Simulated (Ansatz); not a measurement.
Input, command and steps of an Ansatz relaxation.

```yaml
crystal:
  lattice:
    - [5.0562992907, 0.0, 0.0]
    - [0.0, 5.0562992907, 0.0]
    - [0.0, 0.0, 7.0245090018]
  atoms:
    - { symbol: Si, position: [0.1978203436, 0.1978203436, 0.0] }
    - { symbol: Si, position: [0.3021796564, 0.6978203436, 0.75] }
    - { symbol: Si, position: [0.6978203436, 0.3021796564, 0.25] }
    - { symbol: Si, position: [0.8021796564, 0.8021796564, 0.5] }
    - { symbol: O, position: [0.6087093141, 0.7382811325, 0.6811472772] }
    - { symbol: O, position: [0.3912906859, 0.2617188675, 0.1811472772] }
    - { symbol: O, position: [0.7382811325, 0.6087093141, 0.3188527228] }
    - { symbol: O, position: [0.2382811325, 0.8912906859, 0.9311472772] }
    - { symbol: O, position: [0.2617188675, 0.3912906859, 0.8188527228] }
    - { symbol: O, position: [0.1087093141, 0.7617188675, 0.5688527228] }
    - { symbol: O, position: [0.8912906859, 0.2382811325, 0.0688527228] }
    - { symbol: O, position: [0.7617188675, 0.1087093141, 0.4311472772] }
basis:
  ecutwfc: 500
kpoints:
  mp_grid: { grid: [6, 6, 4] }
hamiltonian:
  xc: r2scan
scf:
  occupations: { method: gaussian, width: 0.02 }
output:
  forces: true
  stress: true
  eigenvalues: true
relax:
  adjacent_minimum: "off"
  f_tol: 0.008
  max_steps: 40
```

```bash
ansatz run input.yaml --threads 2 --pin off --max-ram 5120MiB --backend cpu --events-out ev --progress --plain --runs-dir out
```

Theory: DFT r2SCAN, scalar-relativistic, plane waves, PAW (Ansatz 0.2.0).

Of 6 frames 6 are shown, positions in Å and forces in eV/Å; the SCF threshold varies from step to step.

```xyz
12
Lattice="5.0563 0.0000 0.0000 0.0000 5.0563 0.0000 0.0000 0.0000 7.0245" Properties=species:S:1:pos:R:3:forces:R:3 pbc="T T T" step=1 free_energy_over_end_meV_per_atom=13.97
Si    1.0002    1.0002    0.0000    0.0294    0.0294    0.0000
Si    1.5279    3.5284    5.2684   -0.0294    0.0294    0.0000
Si    3.5284    1.5279    1.7561    0.0294   -0.0294    0.0000
Si    4.0561    4.0561    3.5123   -0.0294   -0.0294    0.0000
O     3.0778    3.7330    4.7847   -0.2906    0.0523   -0.3610
O     1.9785    1.3233    1.2725    0.2906   -0.0523   -0.3610
O     3.7330    3.0778    2.2398    0.0523   -0.2906    0.3610
O     1.2048    4.5066    6.5409    0.0523    0.2906   -0.3610
O     1.3233    1.9785    5.7520   -0.0523    0.2906    0.3610
O     0.5497    3.8515    3.9959   -0.2906   -0.0523    0.3610
O     4.5066    1.2048    0.4837    0.2906    0.0523    0.3610
O     3.8515    0.5497    3.0286   -0.0523   -0.2906   -0.3610
12
Lattice="5.0563 0.0000 0.0000 0.0000 5.0563 0.0000 0.0000 0.0000 7.0245" Properties=species:S:1:pos:R:3:forces:R:3 pbc="T T T" step=2 free_energy_over_end_meV_per_atom=7.54
Si    1.0168    1.0168    0.0000   -0.0134   -0.0134    0.0000
Si    1.5113    3.5450    5.2684    0.0134   -0.0134    0.0000
Si    3.5450    1.5113    1.7561   -0.0134    0.0134    0.0000
Si    4.0395    4.0395    3.5123    0.0134    0.0134    0.0000
O     3.0527    3.7371    4.7747   -0.1786    0.0489   -0.3233
O     2.0036    1.3192    1.2624    0.1786   -0.0489   -0.3233
O     3.7371    3.0527    2.2498    0.0489   -0.1786    0.3233
O     1.2090    4.5317    6.5308    0.0489    0.1786   -0.3233
O     1.3192    2.0036    5.7621   -0.0489    0.1786    0.3233
O     0.5246    3.8473    4.0060   -0.1786   -0.0489    0.3233
O     4.5317    1.2090    0.4937    0.1786    0.0489    0.3233
O     3.8473    0.5246    3.0185   -0.0489   -0.1786   -0.3233
12
Lattice="5.0563 0.0000 0.0000 0.0000 5.0563 0.0000 0.0000 0.0000 7.0245" Properties=species:S:1:pos:R:3:forces:R:3 pbc="T T T" step=3 free_energy_over_end_meV_per_atom=2.36
Si    1.0472    1.0472    0.0000   -0.4643   -0.4643    0.0000
Si    1.4809    3.5754    5.2684    0.4643   -0.4643    0.0000
Si    3.5754    1.4809    1.7561   -0.4643    0.4643    0.0000
Si    4.0091    4.0091    3.5123    0.4643    0.4643    0.0000
O     3.0096    3.7493    4.7403   -0.4432   -0.0807    0.2127
O     2.0467    1.3070    1.2281    0.4432    0.0807    0.2127
O     3.7493    3.0096    2.2842   -0.0807   -0.4432   -0.2127
O     1.2211    4.5749    6.4965   -0.0807    0.4432    0.2127
O     1.3070    2.0467    5.7964    0.0807    0.4432   -0.2127
O     0.4814    3.8352    4.0403   -0.4432    0.0807   -0.2127
O     4.5749    1.2211    0.5281    0.4432   -0.0807   -0.2127
O     3.8352    0.4814    2.9842    0.0807   -0.4432    0.2127
12
Lattice="5.0563 0.0000 0.0000 0.0000 5.0563 0.0000 0.0000 0.0000 7.0245" Properties=species:S:1:pos:R:3:forces:R:3 pbc="T T T" step=4 free_energy_over_end_meV_per_atom=0.00
Si    1.0394    1.0394    0.0000    0.0081    0.0081    0.0000
Si    1.4887    3.5676    5.2684   -0.0081    0.0081    0.0000
Si    3.5676    1.4887    1.7561    0.0081   -0.0081    0.0000
Si    4.0169    4.0169    3.5123   -0.0081   -0.0081    0.0000
O     2.9984    3.7487    4.7332    0.0062   -0.0066   -0.0052
O     2.0579    1.3076    1.2209   -0.0062    0.0066   -0.0052
O     3.7487    2.9984    2.2913   -0.0066    0.0062    0.0052
O     1.2206    4.5860    6.4893   -0.0066   -0.0062   -0.0052
O     1.3076    2.0579    5.8036    0.0066   -0.0062    0.0052
O     0.4703    3.8357    4.0474    0.0062    0.0066    0.0052
O     4.5860    1.2206    0.5352   -0.0062   -0.0066    0.0052
O     3.8357    0.4703    2.9771    0.0066    0.0062   -0.0052
12
Lattice="5.0563 0.0000 0.0000 0.0000 5.0563 0.0000 0.0000 0.0000 7.0245" Properties=species:S:1:pos:R:3:forces:R:3 pbc="T T T" step=5 free_energy_over_end_meV_per_atom=0.00
Si    1.0394    1.0394    0.0000    0.0083    0.0083    0.0000
Si    1.4887    3.5676    5.2684   -0.0083    0.0083    0.0000
Si    3.5676    1.4887    1.7561    0.0083   -0.0083    0.0000
Si    4.0169    4.0169    3.5123   -0.0083   -0.0083    0.0000
O     2.9984    3.7487    4.7332    0.0067   -0.0066   -0.0051
O     2.0579    1.3076    1.2209   -0.0067    0.0066   -0.0051
O     3.7487    2.9984    2.2913   -0.0066    0.0067    0.0051
O     1.2206    4.5860    6.4893   -0.0066   -0.0067   -0.0051
O     1.3076    2.0579    5.8036    0.0066   -0.0067    0.0051
O     0.4703    3.8357    4.0474    0.0067    0.0066    0.0051
O     4.5860    1.2206    0.5352   -0.0067   -0.0066    0.0051
O     3.8357    0.4703    2.9771    0.0066    0.0067   -0.0051
12
Lattice="5.0563 0.0000 0.0000 0.0000 5.0563 0.0000 0.0000 0.0000 7.0245" Properties=species:S:1:pos:R:3:forces:R:3 pbc="T T T" step=6 free_energy_over_end_meV_per_atom=0.00
Si    1.0396    1.0396    0.0000   -0.0004   -0.0004    0.0000
Si    1.4885    3.5678    5.2684    0.0004   -0.0004    0.0000
Si    3.5678    1.4885    1.7561   -0.0004    0.0004    0.0000
Si    4.0167    4.0167    3.5123    0.0004    0.0004    0.0000
O     2.9985    3.7476    4.7330   -0.0002    0.0015    0.0005
O     2.0578    1.3087    1.2208    0.0002   -0.0015    0.0005
O     3.7476    2.9985    2.2915    0.0015   -0.0002   -0.0005
O     1.2194    4.5859    6.4892    0.0015    0.0002    0.0005
O     1.3087    2.0578    5.8037   -0.0015    0.0002   -0.0005
O     0.4704    3.8369    4.0476   -0.0002   -0.0015   -0.0005
O     4.5859    1.2194    0.5353    0.0002    0.0015   -0.0005
O     3.8369    0.4704    2.9769   -0.0015   -0.0002    0.0005
```

The run took 2.1 min on 2 threads of Arm Neoverse V2, on a shared host, peak memory 0.78 GiB.